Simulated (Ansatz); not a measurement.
# Convergence of a linear-scaling basis for 1T-TiS2 zigzag nanoribbon, bare edges (65 atoms), part 2 of 2

Aim: test how closely localised support functions follow the reference on 1T-TiS2 zigzag nanoribbon, bare edges (65 atoms), and at what cost. A setting counts as converged where the r.m.s. difference of forces stays under 1 % of the r.m.s. force.

Ansatz 0.2.0; Kohn-Sham DFT, PBE, PAW (set soft_2), plane waves.

The cell: 25 Ti and 40 S. Beside vacuum, support functions can miss their usual error bounds without a warning. The main run has no spin polarisation. Sampling is at Γ alone, for a cell whose periodic width is 17 Å.

So far. Step 3 (Support functions low): Forces differ from the reference by 0.48 meV/Å r.m.s., 0.057 % of their size, well within a tolerance of 1 %; the energy by -0.70 meV/atom. It took 3.2 min and 26 cycles; the reference's time can't be set against it, since the two runs asked for unlike analyses. Step 4 (Support functions medium): Forces differ from the reference by 0.47 meV/Å r.m.s., 0.056 % of their size, well within a tolerance of 1 %; the energy by -0.70 meV/atom.

**6. Support functions medium, radius 3.83 Å**

Level of this step: Kohn-Sham DFT, PBE, PAW (set soft_2), localised support functions (medium) (Ansatz).

The radius confines each support function; a larger one gives more freedom and more work per atom.

Contents of input.yaml:

```yaml
crystal:
  lattice:
    - [17.05, 0.0, 0.0]
    - [0.0, 23.81259, 0.0]
    - [0.0, 0.0, 14.86]
  atoms:
    [... the 65 atom lines of step 2 ...]
kpoints:
  mp_grid: { grid: [1, 1, 1] }
hamiltonian:
  xc: pbe
scf:
  occupations: { method: fermi_dirac, width: 0.05 }
  eigensolver: { kind: { support_functions: { accuracy: medium, radius: 3.83 } } }
  mixing: { beta: 0.2 }
  max_iter: 150
output:
  forces: true
  eigenvalues: true
```

The run is started by

```console
$ ansatz run input.yaml --threads 8 --pin off --max-ram 15872MiB --backend cpu --events-out ev --progress --plain --runs-dir out
```

Numbers of over 12 decimals in the logs are rounded to 6 here.

The log of the run:

```text
Warning: scf.eigensolver.kind.support_functions: disabling space-group detection — the functions' gradient is summed over unrotated k-points, so no spatial operation reduces the k-mesh or symmetrises the density; time reversal is kept, so that k and −k are solved as one point where they differ and the mesh holds both, and exact exchange and, on two spinor components, a DFT+U term hold to it where the run has them: [...]
settings of this run that can trade accuracy for cost: scf.eigensolver.kind.support_functions [...]
Engine: ansatz 0.2.0, aarch64-unknown-linux-gnu
Pseudopotentials: kind: paw
Pseudopotential: Ti, paw, valence charge 12, recommended cutoff 420 eV (normal), Ti.paw.azcp
Pseudopotential: S, paw, valence charge 6, recommended cutoff 420 eV (normal), S.paw.azcp
[... 5 lines on functional and potentials left out ...]
Error: SCF: the radius of support functions is under 4.14 Å, the least for these sites at the functions' level (scf.eigensolver.kind.support_functions.accuracy). Use scf.eigensolver.kind: auto, or type scf.eigensolver.kind.support_functions.radius at least as long, [...]
```

The job ended after 0.88 s (8 threads of Arm Neoverse V2, shared host; peak memory 0.68 GiB; 4.1 s of CPU time).

The program refuses radii under 4.14 Å for these atoms at this level.

Runs without a result: support functions medium, radius 3.48 Å (error); support functions medium, radius 3.83 Å (error).

**7. What each setting buys**

Each row is set against the plane-wave reference (Kohn-Sham DFT, PBE, PAW (set soft_2), plane waves; r.m.s. force component 0.842 eV/Å). Energies are set beside the reference only for runs with its functional, potentials and electron count. Times are for 8 threads of Arm Neoverse V2, shared host. The reference's time includes the DOS and grids, which some other runs skip.

| run | Δ force, r.m.s. (meV/Å) | share of r.m.s. force (%) | Δ energy (meV/atom) | cycles | time | host memory (GiB) |
| --- | --- | --- | --- | --- | --- | --- |
| reference | - | - | - | 15 | 47 s | 5.8 |
| support functions low | 0.478 | 0.0567 | -0.701 | 26 | 3.2 min | 6.1 |
| support functions medium | 0.475 | 0.0564 | -0.701 | 37 | 4.2 min | 6.4 |

**8. What the reference run shows**

The comparisons rest on this run, so its electronic structure is set out here.

Neighbours are counted within 2.88 Å (S-Ti).

Length of the force by element and coordination:

| element | coordination | atoms | mean length of the force (eV/Å) | spread | least | most |
| --- | --- | --- | --- | --- | --- | --- |
| S | all | 40 | 0.944 | 0.662 | 0.0793 | 1.86 |
| Ti | all | 25 | 1.52 | 1.04 | 0.118 | 2.92 |
| Ti | 3 | 10 | 2.74 | 0.109 | 2.55 | 2.92 |
| Ti | 6 | 15 | 0.710 | 0.384 | 0.118 | 1.23 |

Intrinsic-atomic-orbital charges by element and coordination:

| element | coordination | atoms | mean charge (e) | spread | least | most |
| --- | --- | --- | --- | --- | --- | --- |
| S | all | 40 | -0.409 | 0.0189 | -0.444 | -0.374 |
| Ti | all | 25 | 0.655 | 0.079 | 0.546 | 0.740 |
| Ti | 3 | 10 | 0.559 | 0.0059 | 0.546 | 0.566 |
| Ti | 6 | 15 | 0.719 | 0.0131 | 0.698 | 0.740 |

Density of states as counts of states in windows of 0.5 eV (from the Fermi level), total and the larger projections:

| from (eV) | to (eV) | total | S p | Ti d |
| --- | --- | --- | --- | --- |
| -10 | -5.5 | 0.0 | 0.0 | 0.0 |
| -5.5 | -5 | 5.8 | 3.9 | 1.0 |
| -5 | -4.5 | 19.9 | 14.0 | 3.4 |
| -4.5 | -4 | 40.8 | 31.1 | 6.1 |
| -4 | -3.5 | 23.3 | 16.7 | 4.8 |
| -3.5 | -3 | 34.2 | 24.4 | 8.3 |
| -3 | -2.5 | 53.0 | 35.6 | 15.0 |
| -2.5 | -2 | 27.0 | 20.9 | 4.9 |
| -2 | -1.5 | 19.5 | 15.9 | 2.7 |
| -1.5 | -1 | 14.5 | 12.1 | 1.7 |
| -1 | -0.5 | 1.9 | 1.5 | 0.4 |
| -0.5 | 0 | 19.8 | 1.9 | 15.0 |
| 0 | 0.5 | 41.0 | 3.6 | 32.4 |
| 0.5 | 1 | 34.5 | 5.0 | 26.4 |

Between -26 and -10 eV lie 80 more states.

About 200 of the 540 electrons lie in deeper levels, below the stored range.

The levels nearest the highest filled one (over half full), pooled over k-points and spins:

| level less the highest filled one (eV) | occupation |
| --- | --- |
| -0.0441 | 1.75 |
| -0.0305 | 1.68 |
| -0.0277 | 1.66 |
| -0.0151 | 1.59 |
| -0.0097 | 1.55 |
| 0 | 1.48 |
| 0.08 | 0.727 |
| 0.0907 | 0.632 |
| 0.119 | 0.418 |
| 0.129 | 0.356 |
| 0.136 | 0.315 |
| 0.178 | 0.148 |

Electrostatic potential energy in the ab plane at fractional z = 0.498, with atoms of Ti within 0.2 Å of it. With pseudopotentials it is smooth inside the atoms' cores, unlike the true potential.

Values in eV, 13 rows by 16 columns, each cell a mean:
```
  2   2   2   2   2   2   2   2   2   2   2   2   2   2   2   2
  1   2   2   1   2   2   1   2   2   1   1   2   1   1   2   1
 -9   0  -5 -11  -1  -2 -11  -2  -1 -10  -4   0  -8  -6   0  -7
-22  -2 -13 -25  -4  -8 -26  -7  -4 -26 -12  -2 -23 -18  -1 -17
 -4 -24 -12  -2 -21 -16  -1 -17 -21  -2 -13 -24  -3  -8 -25  -7
 -3 -11  -6  -3 -10  -8  -3  -7  -9  -3  -6 -11  -3  -4 -12  -4
-27  -2 -16 -31  -4  -9 -33  -9  -5 -31 -15  -2 -27 -21  -1 -22
 -3 -15  -8  -2 -14 -11  -2 -11 -13  -2  -8 -14  -2  -5 -16  -5
 -3 -20 -10  -2 -17 -13  -1 -14 -16  -1 -11 -20  -3  -6 -21  -6
-26  -2 -15 -29  -4  -9 -30  -8  -5 -29 -14  -2 -25 -20  -1 -20
 -5   1  -3  -6   0  -1  -7  -1   0  -7  -2   1  -6  -4   1  -4
  2   2   2   2   2   2   1   2   2   2   2   2   2   2   2   2
  2   2   2   2   2   2   2   2   2   2   2   2   2   2   2   2
```
Columns run along a (17.1 Å; values clipped at the 3rd and 97th percentile), rows up along b (23.8 Å). Atoms in or near the plane, at fractional coordinates: Ti at (0.00, 0.25), Ti at (0.10, 0.38), Ti at (0.00, 0.50), Ti at (0.10, 0.62), Ti at (0.00, 0.75), Ti at (0.20, 0.25), Ti at (0.30, 0.38), Ti at (0.20, 0.50), Ti at (0.30, 0.62), Ti at (0.20, 0.75), Ti at (0.40, 0.25), Ti at (0.50, 0.38), Ti at (0.40, 0.50), Ti at (0.50, 0.63) and more.

Valence density in the ab plane at fractional z = 0.498, with atoms of Ti within 0.2 Å of it. It is the smooth field of the valence electrons, not physical close to the nuclei.

Values in units of 1e0 e/Å³, 13 rows by 16 columns, each cell a mean:
```
0.0 0.0 0.0 0.0 0.0 0.0 0.0 0.0 0.0 0.0 0.0 0.0 0.0 0.0 0.0 0.0
0.0 0.0 0.0 0.0 0.0 0.0 0.0 0.0 0.0 0.0 0.0 0.0 0.0 0.0 0.0 0.0
0.5 0.1 0.2 0.7 0.1 0.1 0.7 0.1 0.1 0.6 0.2 0.1 0.4 0.3 0.1 0.3
2.7 0.2 1.0 3.4 0.2 0.5 3.7 0.4 0.2 3.5 1.0 0.2 2.8 1.8 0.2 1.8
0.2 3.2 1.0 0.2 2.5 1.6 0.2 1.8 2.5 0.2 1.1 3.1 0.2 0.5 3.5 0.4
0.2 0.9 0.3 0.2 0.8 0.6 0.2 0.5 0.7 0.2 0.4 0.9 0.2 0.2 1.0 0.2
3.0 0.2 1.2 3.9 0.2 0.5 4.3 0.5 0.2 3.9 1.0 0.2 3.1 2.0 0.2 2.1
0.2 1.6 0.6 0.2 1.4 0.9 0.2 1.0 1.4 0.2 0.6 1.6 0.2 0.3 1.8 0.3
0.2 2.4 0.8 0.2 1.9 1.3 0.2 1.3 1.8 0.2 0.9 2.5 0.2 0.4 2.7 0.3
3.0 0.2 1.2 3.8 0.2 0.6 4.2 0.5 0.3 3.9 1.0 0.2 3.0 1.9 0.2 2.0
0.2 0.0 0.1 0.2 0.1 0.1 0.3 0.1 0.1 0.2 0.1 0.0 0.2 0.1 0.0 0.1
0.0 0.0 0.0 0.0 0.0 0.0 0.0 0.0 0.0 0.0 0.0 0.0 0.0 0.0 0.0 0.0
0.0 0.0 0.0 0.0 0.0 0.0 0.0 0.0 0.0 0.0 0.0 0.0 0.0 0.0 0.0 0.0
```
Columns run along a (17.1 Å), rows up along b (23.8 Å). Atoms in or near the plane, at fractional coordinates: Ti at (0.00, 0.25), Ti at (0.10, 0.38), Ti at (0.00, 0.50), Ti at (0.10, 0.62), Ti at (0.00, 0.75), Ti at (0.20, 0.25), Ti at (0.30, 0.38), Ti at (0.20, 0.50), Ti at (0.30, 0.62), Ti at (0.20, 0.75), Ti at (0.40, 0.25), Ti at (0.50, 0.38), Ti at (0.40, 0.50), Ti at (0.50, 0.63) and more.

Forces differ by site in this geometry: Ti atoms with 3 neighbours bear 2.7 eV/Å on average, against 0.71 eV/Å for those with 6. Mean intrinsic-atomic-orbital charges: S -0.41, Ti +0.65 e. Within 0.4 eV of the Fermi level the largest share is Ti d (82 % of the projected weight).

**9. Structure statistics**

These statistics describe the geometry on which the runs were made.

Normalised to the volume that the atoms fill. g(r), total and by pair (bins of 0.1 Å):

| r (Å) | total | S-S | S-Ti | Ti-Ti |
| --- | --- | --- | --- | --- |
| 2.25 | 0.00 | 0.00 | 0.00 | 0.00 |
| 2.35 | 0.62 | 0.00 | 1.32 | 0.00 |
| 2.45 | 8.14 | 0.00 | 17.20 | 0.00 |
| 2.55 | 0.14 | 0.00 | 0.29 | 0.00 |
| 2.65 | 0.00 | 0.00 | 0.00 | 0.00 |
| 2.75 | 0.00 | 0.00 | 0.00 | 0.00 |
| 2.85 | 0.00 | 0.00 | 0.00 | 0.00 |
| 2.95 | 0.00 | 0.00 | 0.00 | 0.00 |
| 3.05 | 0.00 | 0.00 | 0.00 | 0.00 |
| 3.15 | 0.00 | 0.00 | 0.00 | 0.00 |
| 3.25 | 0.00 | 0.00 | 0.00 | 0.00 |
| 3.35 | 2.09 | 3.47 | 0.00 | 5.23 |
| 3.45 | 5.77 | 10.80 | 0.00 | 11.40 |
| 3.55 | 0.39 | 1.03 | 0.00 | 0.00 |
| 3.65 | 0.00 | 0.00 | 0.00 | 0.00 |
| 3.75 | 0.00 | 0.00 | 0.00 | 0.00 |
| 3.85 | 0.00 | 0.00 | 0.00 | 0.00 |
| 3.95 | 0.00 | 0.00 | 0.00 | 0.00 |
| 4.05 | 0.00 | 0.00 | 0.00 | 0.00 |
| 4.15 | 1.57 | 0.00 | 3.32 | 0.00 |
| 4.25 | 1.18 | 0.00 | 2.50 | 0.00 |
| 4.35 | 0.00 | 0.00 | 0.00 | 0.00 |
| 4.45 | 0.00 | 0.00 | 0.00 | 0.00 |
| 4.55 | 0.00 | 0.00 | 0.00 | 0.00 |
| 4.65 | 0.00 | 0.00 | 0.00 | 0.00 |
| 4.75 | 0.02 | 0.05 | 0.00 | 0.00 |
| 4.85 | 0.71 | 1.87 | 0.00 | 0.00 |
| 4.95 | 0.11 | 0.29 | 0.00 | 0.00 |
| 5.05 | 0.00 | 0.00 | 0.00 | 0.00 |
| 5.15 | 0.00 | 0.00 | 0.00 | 0.00 |
| 5.25 | 0.00 | 0.00 | 0.00 | 0.00 |
| 5.35 | 1.30 | 0.00 | 2.74 | 0.00 |
| 5.45 | 1.72 | 0.00 | 3.63 | 0.00 |
| 5.55 | 0.00 | 0.00 | 0.00 | 0.00 |
| 5.65 | 0.00 | 0.00 | 0.00 | 0.00 |
| 5.75 | 0.00 | 0.00 | 0.00 | 0.00 |
| 5.85 | 0.63 | 0.98 | 0.00 | 1.73 |
| 5.95 | 2.20 | 4.65 | 0.00 | 2.97 |
| 6.05 | 0.00 | 0.00 | 0.00 | 0.00 |
| 6.15 | 0.00 | 0.00 | 0.00 | 0.00 |
| 6.25 | 0.00 | 0.00 | 0.00 | 0.00 |
| 6.35 | 0.00 | 0.00 | 0.00 | 0.00 |
| 6.45 | 0.00 | 0.00 | 0.00 | 0.00 |
| 6.55 | 0.00 | 0.00 | 0.00 | 0.00 |

Bonds by pair of elements; cutoffs follow the first minimum of g(r), held within bounds set by covalent radii, and pairs that aren't listed don't count as bonded:

| pair A-B | cutoff (Å) | bonds | mean length (Å) | spread (Å) | shortest (Å) | B about A | A about B |
| --- | --- | --- | --- | --- | --- | --- | --- |
| S-Ti | 2.88 | 120 | 2.44 | 0.025 | 2.37 | 3 | 4.8 |

How many atoms have how many bonded neighbours:

| element | mean | 3 | 6 |
| --- | --- | --- | --- |
| S | 3 | 40 | 0 |
| Ti | 4.8 | 10 | 15 |

First main peaks of g(r), for some of the pairs, lie near 3.43 Å (S-S), 2.44 Å (S-Ti) and 3.41 Å (Ti-Ti). With the cutoffs above, all S atoms have 3 and 60 % of Ti atoms have 6 bonded neighbours.

The surroundings of Ti27, which bears the longest force, nearest first, numbered as they follow in the input and with coordinates relative to it.

| atom | x | y | z | distance (Å) | bonds | intrinsic-atomic-orbital charge (e) | Fx | Fy | Fz (eV/Å) |
| --- | --- | --- | --- | --- | --- | --- | --- | --- | --- |
| Ti27 | 0.00 | 0.00 | 0.00 | 0.00 | 3 | 0.56 | 0.02 | 2.90 | -0.35 |
| S29 | 1.69 | 1.03 | -1.42 | 2.43 | 3 | -0.42 | 0.19 | -1.66 | 0.62 |
| S16 | -1.68 | 1.02 | -1.44 | 2.44 | 3 | -0.42 | -0.15 | -1.54 | 0.71 |
| S28 | -0.01 | 1.99 | 1.42 | 2.45 | 3 | -0.44 | 0.21 | -1.59 | -0.09 |
| Ti14 | -3.41 | 0.02 | 0.01 | 3.41 | 3 | 0.56 | 0.19 | 2.74 | -0.29 |
| Ti40 | 3.43 | 0.02 | 0.03 | 3.43 | 3 | 0.56 | -0.07 | 2.72 | -0.41 |
| Ti17 | -1.68 | 3.00 | -0.01 | 3.44 | 6 | 0.71 | -0.16 | 0.78 | -0.15 |
| Ti30 | 1.71 | 3.01 | -0.02 | 3.46 | 6 | 0.71 | 0.05 | 0.55 | 0.02 |
| S15 | -3.40 | 1.98 | 1.47 | 4.20 | 3 | -0.44 | 0.11 | -1.51 | -0.39 |
| S32 | 0.03 | 3.95 | -1.46 | 4.21 | 3 | -0.39 | -0.04 | -0.04 | 0.05 |
| S41 | 3.46 | 1.98 | 1.45 | 4.25 | 3 | -0.44 | -0.33 | -1.51 | -0.27 |
| S31 | 1.74 | 4.89 | 1.42 | 5.38 | 3 | -0.39 | -0.18 | 0.19 | 0.11 |
| S3 | -5.13 | 0.98 | -1.41 | 5.41 | 3 | -0.40 | 0.22 | -1.25 | 0.44 |
| S19 | -3.38 | 3.97 | -1.47 | 5.42 | 3 | -0.40 | -0.13 | -0.36 | 0.13 |
| S42 | 5.14 | 0.98 | -1.42 | 5.42 | 3 | -0.41 | -0.04 | -1.42 | 0.61 |
| S18 | -1.72 | 4.95 | 1.41 | 5.43 | 3 | -0.40 | 0.33 | -0.18 | 0.02 |
| S45 | 3.44 | 3.97 | -1.41 | 5.44 | 3 | -0.38 | -0.09 | -0.20 | -0.30 |

The column of bonds counts only the pairs S-Ti within 2.88 Å; other neighbours, such as metal atoms beside each other in a compound, aren't counted, and periodic images can show an atom twice.

**10. What came out**

```json
{"free energy per atom": "-1517.4359 eV/atom", "r.m.s. force component": "0.842 eV/Å", "wall time of the 3 DFT runs": "8.2 min"}
```

**Reading.** Against plane waves at 420 eV, the forces differ by 0.47 meV/Å (0.056 %) with support functions medium. At 65 atoms the fastest of the runs at a preset level, support functions low, takes roughly 4.1 times the time of plane waves (whose run also made extra analyses, so the like-for-like ratio is larger), in 26 SCF cycles against 15. Differences between support functions and plane waves include what basis error the plane-wave run still has.

20 levels are partly filled, by over 2 % (at Γ alone): no clear gap opens at this level. Levels of broken or missing bonds inside a gap of the host would look the same. Forces differ by site in this geometry: Ti atoms with 3 neighbours bear 2.7 eV/Å on average, against 0.71 eV/Å for those with 6. With the cutoffs above, all S atoms have 3 and 60 % of Ti atoms have 6 bonded neighbours.

Caveats: The geometry was built by rule, was displaced at random and isn't relaxed at this level: its force components are 0.84 eV/Å r.m.s.

[Logs are printed without paths, hosts, clocks, repeated set-up lines and the standing remarks that a program may print on its own settings, such as how far it seeks lower states.]

[Hosts, paths, dates, database ids (printed as entryN), source tags and the programs' standing remarks are cut or masked in the printed files.]
